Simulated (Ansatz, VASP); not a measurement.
# Si2W in VASP and in Ansatz

INCAR

```
SYSTEM = Si2W
ALGO = Normal
EDIFF = 1E-7
ENCUT = 520
GGA = PE
ISIF = 2
ISMEAR = 0
LASPH = .True.
LCHARG = .False.
LREAL = Auto
LWAVE = .False.
NBANDS = 68
NELM = 60
PREC = Accurate
SIGMA = 0.1
```

File KPOINTS:

```
k-points
0
Gamma
  1 1 1
  0 0 0
```

POSCAR

```
Si2W
1.0
    1.6144976578      4.8434929734     -3.9334139019
   -4.8434929734      1.6144976578      3.9334139019
    4.8434929734     -1.6144976578      3.9334139019
Si W
10 5
Direct
    0.4000000000      0.9345744058      0.1345744058
    0.6000000000      0.7345744058      0.5345744058
    0.0000000000      0.3345744058      0.3345744058
    0.8000000000      0.5345744058      0.9345744058
    0.2000000000      0.1345744058      0.7345744058
    0.4000000000      0.2654255942      0.4654255942
    0.6000000000      0.0654255942      0.8654255942
    0.0000000000      0.6654255942      0.6654255942
    0.8000000000      0.8654255942      0.2654255942
    0.2000000000      0.4654255942      0.0654255942
    1.0000000000      0.0000000000      0.0000000000
    0.2000000000      0.8000000000      0.4000000000
    0.6000000000      0.4000000000      0.2000000000
    0.4000000000      0.6000000000      0.8000000000
    0.8000000000      0.2000000000      0.6000000000
```

Input for Ansatz:

```yaml
crystal:
  lattice:
    - [1.6144976578, 4.8434929734, -3.9334139019]
    - [-4.8434929734, 1.6144976578, 3.9334139019]
    - [4.8434929734, -1.6144976578, 3.9334139019]
  atoms:
    - { symbol: Si, position: [0.4, 0.9345744058, 0.1345744058] }
    - { symbol: Si, position: [0.6, 0.7345744058, 0.5345744058] }
    - { symbol: Si, position: [0.0, 0.3345744058, 0.3345744058] }
    - { symbol: Si, position: [0.8, 0.5345744058, 0.9345744058] }
    - { symbol: Si, position: [0.2, 0.1345744058, 0.7345744058] }
    - { symbol: Si, position: [0.4, 0.2654255942, 0.4654255942] }
    - { symbol: Si, position: [0.6, 0.0654255942, 0.8654255942] }
    - { symbol: Si, position: [0.0, 0.6654255942, 0.6654255942] }
    - { symbol: Si, position: [0.8, 0.8654255942, 0.2654255942] }
    - { symbol: Si, position: [0.2, 0.4654255942, 0.0654255942] }
    - { symbol: W, position: [1.0, 0.0, 0.0] }
    - { symbol: W, position: [0.2, 0.8, 0.4] }
    - { symbol: W, position: [0.6, 0.4, 0.2] }
    - { symbol: W, position: [0.4, 0.6, 0.8] }
    - { symbol: W, position: [0.8, 0.2, 0.6] }
basis:
  ecutwfc: 420
  xc_grid: 2
kpoints:
  mp_grid: { grid: [1, 1, 1], shift: [0.0, 0.0, 0.0] }
hamiltonian:
  xc: pbe
scf:
  occupations: { method: gaussian, width: 0.1 }
output:
  forces: true
  stress: true
  eigenvalues: true
```

Alike in both runs: task single point; functional PBE; k mesh 1 × 1 × 1; occupations gaussian, width 0.1 eV; no spin polarisation.

```csv
,VASP,Ansatz
version,VASP 6.6.1,Ansatz 0.2.0
potentials or method,"VASP PAW PBE potentials, release 64 (Si, W_sv)","scalar-relativistic, plane waves, PAW"
plane-wave cutoff (eV),520,420
valence electrons in the cell,110,110
```

```csv
,VASP,Ansatz,Ansatz less VASP
gap on the k mesh at the Fermi level (eV),0.69,0.70,+0.001
least direct gap on the mesh (eV),0.69,0.70,+0.001
pressure (GPa),3.2,3.1,-0.11
largest component of the traceless stress (GPa),7.45,7.42,-0.022
rms of the force components (eV/Å),0.390,0.390,-0.0009
```

Atom by atom the forces differ by 0.001 eV/Å (rms over components). The functional is the same, so the differences come from potentials, cutoffs and numerics.

Caveats: the k mesh is coarse (spacing up to 1.23 Å⁻¹), so the values aren't converged; spin-orbit coupling is left out, which moves the levels of the heavy elements; an odd mesh through Γ misses points on the zone boundary, where band edges often lie.
